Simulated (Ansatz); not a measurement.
Write the native input for Ansatz 0.2.0 that does the following.

| Property | Result |
| --- | --- |
| Task | relaxation of cell and atoms |
| Functional | PBEsol |
| Potentials or basis | all-electron LAPW, scalar-relativistic |
| Basis error allowed | 0.001 eV/atom |
| k mesh | 9 × 9 × 9 |
| Occupations | fermi-dirac, width 0.05 eV |
| Spin | no spin polarisation |
| Target pressure | 10 GPa |

SrO:

```
CELL_PARAMETERS angstrom
0.00000 2.56630 2.56630
2.56630 0.00000 2.56630
2.56630 2.56630 0.00000
ATOMIC_POSITIONS crystal
Sr 0.50000 0.50000 0.50000
O 0.00000 0.00000 0.00000
```

One way to write it, as run:

input.yaml

```yaml
crystal:
  lattice:
    - [0.0, 2.5663, 2.5663]
    - [2.5663, 0.0, 2.5663]
    - [2.5663, 2.5663, 0.0]
  atoms:
    - { symbol: Sr, position: [0.5, 0.5, 0.5] }
    - { symbol: O, position: [0.0, 0.0, 0.0] }
kpoints:
  mp_grid: { grid: [9, 9, 9] }
scf:
  occupations: { method: fermi_dirac, width: 0.05 }
hamiltonian:
  xc: pbesol
  pseudopotentials: { kind: all_electron, lapw: { basis_error: 0.001 } }
output:
  forces: true
  stress: true
relax:
  f_tol: 0.005
  max_steps: 60
  cell: { p_target: 10 }
```

Potentials or basis: all-electron LAPW, scalar-relativistic.

Run with:

```console
$ ansatz run input.yaml --threads 1 --pin off --max-ram 3072MiB --backend cpu --events-out ev --progress --plain --runs-dir out
```

Results of the run:

```yaml
Relaxed_volume: 15.40 Å³/atom
Relaxed_cell: a = 3.518 Å, b = 3.518 Å, c = 3.518 Å, α = 60.00°, β = 60.00°, γ = 60.00°
Space_group_after_relaxing_to_0.05_Å: Fm-3m (No. 225)
Energy_change_on_relaxing_the_enthalpy_is_what_falls: +40.3 meV/atom
Ionic_steps: 6
Pressure_after_relaxing: 10.0 GPa
Band_gap_on_the_k_mesh: 3.18 eV
```

Caveat: an odd mesh through Γ misses points on the zone boundary, where band edges often lie.

It took 22 s on 1 thread of Arm Neoverse V1, on a shared host, peak memory 0.27 GiB.
